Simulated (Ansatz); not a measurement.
## Stationary points along a deformation path in AgCl

Method: DFT r2SCAN, scalar-relativistic, plane waves, PAW (Ansatz 0.2.0). The runs took a 500 eV cutoff, a Γ-centred 10×10×10 mesh and Gaussian smearing (0.05 eV). No spin polarisation. Energies are free energies at this smearing, counted from the undisturbed cell; pressure is positive in compression.

Zero of the scan (as given, not relaxed at this level; it stands at -1.8 GPa; this CsCl-type form isn't the usual structure):

```xyz
2
Lattice="3.4340 0.0000 0.0000 0.0000 3.4340 0.0000 0.0000 0.0000 3.4340" Properties=species:S:1:pos:R:3 pbc="T T T"
Ag    0.0000    0.0000    0.0000
Cl    1.7170    1.7170    1.7170
```

At fixed volume and fractional coordinates, lengths along (0.577, 0.577, 0.577) are scaled against those across it; ρ is that ratio over its starting value. V = 20.247 Å³/atom. Δσ is the stress along the axis less the mean stress across it (compression positive).

| ρ | ΔE (meV/atom) | Δσ (GPa) | space group |
| --- | --- | --- | --- |
| 0.500 | 2255.9 | 192.52 | R-3m |
| 0.600 | 461.9 | 59.54 | R-3m |
| 0.710 | 19.3 | 11.18 | R-3m |
| 0.850 | -18.9 | -1.85 | R-3m |
| 0.930 | -4.8 | -1.48 | R-3m |
| 1.000 | 0.0 | 0.00 | Pm-3m |
| 1.080 | -5.7 | 1.71 | R-3m |
| 1.200 | -28.7 | 3.26 | R-3m |
| 1.410 | -74.8 | 3.09 | R-3m |
| 1.700 | -109.0 | 1.23 | R-3m |
| 2.000 | -117.1 | 0.00 | Fm-3m |

Question: How does the stress give the slope of the energy, and where is the energy stationary?

Answer: Along the path d ln(length) is 2/3 d ln ρ on the axis and −1/3 d ln ρ across it, so dE/d ln ρ = −(2/3) V Δσ: the energy falls with ρ where Δσ is positive. Δσ vanishes or changes sign between ρ = 0.710 and 0.850, a minimum (near 0.83 by linear interpolation); at ρ = 1.000 (Pm-3m), a maximum at 0.0 meV/atom; at ρ = 2.000 (Fm-3m, an end of the scan), at -117.1 meV/atom. Pairs of stationary points between two samples would go unseen, and could change a minimum read from distant neighbours into a maximum. At ρ = 1.000, 2.000 the cell is cubic, where symmetry alone makes the stress isotropic and the slope zero.

Question: Which shear constant sets the curvature at ρ = 1?

Answer: For a cubic crystal E/V = (2/3) C (ln ρ)² with C = C44, so Δσ = −2C ln ρ. The parabola of Δσ against ln ρ through ρ = 0.930, 1 and 1.080 gives C ≈ -10.6 GPa with the ions clamped, rough because the steps are large. It is the stress–strain coefficient at this cell's pressure of -1.8 GPa, not the zero-pressure constant. It is negative, so the cubic cell is unstable to this shear.

Question: Is the start the lowest point of the path?

Answer: No: ρ = 2.000 lies 117.1 meV/atom lower, with no sampled rise above the start on the way. Volume and inner coordinates are held, so a relaxed structure there would lie lower still.